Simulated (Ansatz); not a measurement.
## One structure, 3 elements: NaF, NaCl, NaI

Plane-wave DFT in Ansatz with scalar-relativistic PAW potentials, cutoff 500 eV, Γ-centred meshes chosen by cell and gap, Gaussian smearing with energies taken to zero width. Every cell was relaxed (cell and atoms) in a run of its own, within the symmetry of its start. Functional: r2SCAN.

All members share space group Pm-3m and the same sites; only the element on one set of sites changes (F, Cl, I). Members needn't be the stable form of their composition. Energies over the elements, where given, are against the elements' standard states in the same functional (H₂, N₂, O₂ and halogens uncorrected, Hg as a solid). The first member:

Space group Pm-3m (No. 221). a = 2.793 Å, b = 2.793 Å, c = 2.793 Å, α = 90.00°, β = 90.00°, γ = 90.00°
| atom | site | symmetry | x | y | z |
| --- | --- | --- | --- | --- | --- |
| Na | 1a | m-3m | 0.0000 | 0.0000 | 0.0000 |
| F | 1b | m-3m | 0.5000 | 0.5000 | 0.5000 |

Problem. How do size, gap and binding change down the group?

Solution.
| compound | V (Å³/atom) | a (Å) | gap on mesh (eV) | energy over elements (eV/atom) |
| --- | --- | --- | --- | --- |
| NaF | 10.90 | 2.793 | 7.06 | -2.808 |
| NaCl | 20.70 | 3.460 | 4.92 | -1.938 |
| NaI | 32.96 | 4.040 | 3.06 | -1.308 |

Over the series the volume grows at each step down the group; the gap narrows; binding against the elements weakens. The p levels of the anion rise down the group and lift the valence band, the usual cause of such narrowing. Less electronegative, larger anions gain less from charge transfer and lattice energy, in line with the weaker binding.

Spin-orbit coupling is left out, which matters for the bands of heavy elements.